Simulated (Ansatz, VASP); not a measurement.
**Al2Cu in VASP and in Ansatz**

File POSCAR:

```
Al2Cu
1.0
   -1.7546764223      1.7546764223      2.4812314878
    1.7546764223     -1.7546764223      2.4812314878
    1.7546764223      1.7546764223     -2.4812314878
Al Cu
2 1
Direct
    0.7500000000      0.2500000000      0.5000000000
    0.2500000000      0.7500000000      0.5000000000
    0.5000000000      0.5000000000      0.0000000000
```

INCAR.step1

```
SYSTEM = Al2Cu
ALGO = Normal
EDIFF = 1E-4
ENCUT = 520
GGA = PE
ISMEAR = -1
LASPH = .TRUE.
LCHARG = .FALSE.
LREAL = .FALSE.
LWAVE = .TRUE.
NBANDS = 16
NELM = 100
PREC = Accurate
SIGMA = 0.05
```

File INCAR.step2:

```
SYSTEM = Al2Cu
ALGO = Normal
EDIFF = 1E-8
ENCUT = 520
ISIF = 2
ISMEAR = -1
ISTART = 1
LASPH = .TRUE.
LCHARG = .FALSE.
LEFG = .TRUE.
LMIXTAU = .TRUE.
LREAL = .FALSE.
LWAVE = .FALSE.
METAGGA = R2SCAN
NBANDS = 16
NELM = 100
PREC = Accurate
SIGMA = 0.05
```

KPOINTS

```
k-points
0
G
  13 13 13
  0 0 0
```

Input for Ansatz:

```yaml
crystal:
  lattice:
    - [-1.7546764223, 1.7546764223, 2.4812314878]
    - [1.7546764223, -1.7546764223, 2.4812314878]
    - [1.7546764223, 1.7546764223, -2.4812314878]
  atoms:
    - { symbol: Al, position: [0.75, 0.25, 0.5] }
    - { symbol: Al, position: [0.25, 0.75, 0.5] }
    - { symbol: Cu, position: [0.5, 0.5, 0.0] }
kpoints:
  mp_grid: { grid: [13, 13, 13] }
  band_path:
    path:
      - [0.0, 0.0, 0.0]
      - [0.0, 0.0, 0.5]
      - [0.25, 0.25, 0.25]
      - [0.0, 0.5, 0.0]
      - [0.0, 0.0, 0.0]
      - [0.5, 0.5, -0.5]
      - [0.3750257654, 0.6249742346, -0.3750257654]
      - [-0.3750257654, 0.3750257654, 0.3750257654]
      - [0.0, 0.0, 0.0]
    npoints: 6
scf:
  occupations: { method: fermi_dirac, width: 0.05 }
hamiltonian:
  xc: r2scan
  pseudopotentials: { kind: paw }
output:
  forces: true
  stress: true
  eigenvalues: true
  efg: { contact_densities: true }
  populations: true
```

Change from the starting cell: volume scaled by 0.65, PAW files.

Alike in both runs: task electric field gradients; functional r2SCAN; k mesh 13 × 13 × 13; occupations fermi-dirac, width 0.05 eV; no spin polarisation.

|  | VASP | Ansatz |
| --- | --- | --- |
| version | VASP 6.6.1 | Ansatz 0.2.0 |
| potentials or method | VASP PAW PBE potentials, release 64 (Al, Cu) | PAW with Ansatz's default frozen-core files, scalar-relativistic |
| plane-wave cutoff (eV) | 520 | 500 |
| valence electrons in the cell | 17 | 25 |

```tsv
	VASP	Ansatz	Ansatz less VASP
pressure (GPa)	114.3	114.7	+0.31
Vzz of the field gradient on the site that differs most (V/Å²)	0.0	0.0	-0.01
```

The two sets of potentials don't hold the same shells in valence.

Caveats: the cell as given lies far from equilibrium; so large a pressure means that the cell lies far from this level's equilibrium, or that cutoff or potentials fall short (VASP); the potentials were made for another functional, which shifts forces and pressure (VASP).
